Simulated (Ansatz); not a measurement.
I:

```
CELL_PARAMETERS angstrom
-1.61746 1.61746 4.26481
1.61746 -1.61746 4.26481
1.61746 1.61746 -4.26481
ATOMIC_POSITIONS crystal
I 0.00000 0.00000 0.00000
```

```yaml
Program: Ansatz 0.2.0
Task: relaxation of cell and atoms
Functional: PBE
Dispersion: D4
Potentials_or_basis: Ansatz PAW
Cutoff: "420 eV (not typed: the program's choice for these potentials)"
k_mesh: 11 × 11 × 11
Occupations: fermi-dirac, width 0.05 eV
Spin: no spin polarisation
```

At the start: volume 44.63 Å³/atom.

Problem. How do energy, volume and symmetry change on relaxing?

Solution. It ends after 6 steps and the volume is 37.23 Å³/atom (-16.6 %); space group I4/mmm (No. 139, to 0.05 Å).

Step by step:
| step | energy change (eV) | largest force (eV/Å) | volume (Å³) |
| --- | --- | --- | --- |
| 1 | 0.0000 | 0.0000 | 44.63 |
| 2 | -0.0139 | 0.0000 | 42.57 |
| 3 | -0.0312 | 0.0000 | 40.07 |
| 4 | -0.0425 | 0.0000 | 37.97 |
| 5 | -0.0438 | 0.0000 | 37.23 |
| 6 | -0.0433 | 0.0000 | 37.23 |

Final structure:
```yaml
crystal:
  lattice:
    - [-1.59937, 1.59937, 3.63819]
    - [1.59937, -1.59937, 3.63819]
    - [1.59937, 1.59937, -3.63819]
  atoms:
    - { symbol: I, position: [0.00000, 0.00000, 0.00000] }
```

Caveat: the volume moved by over 15 % at a fixed basis, so the end points are rough; the plane-wave basis is chosen anew once the cell has moved, so the energies of steps on either side of that aren't comparable; an odd number of electrons without spin polarisation forces a metal; a magnetic or distorted state may lie lower; pairwise dispersion overbinds metals, which lowers pressure and volume.
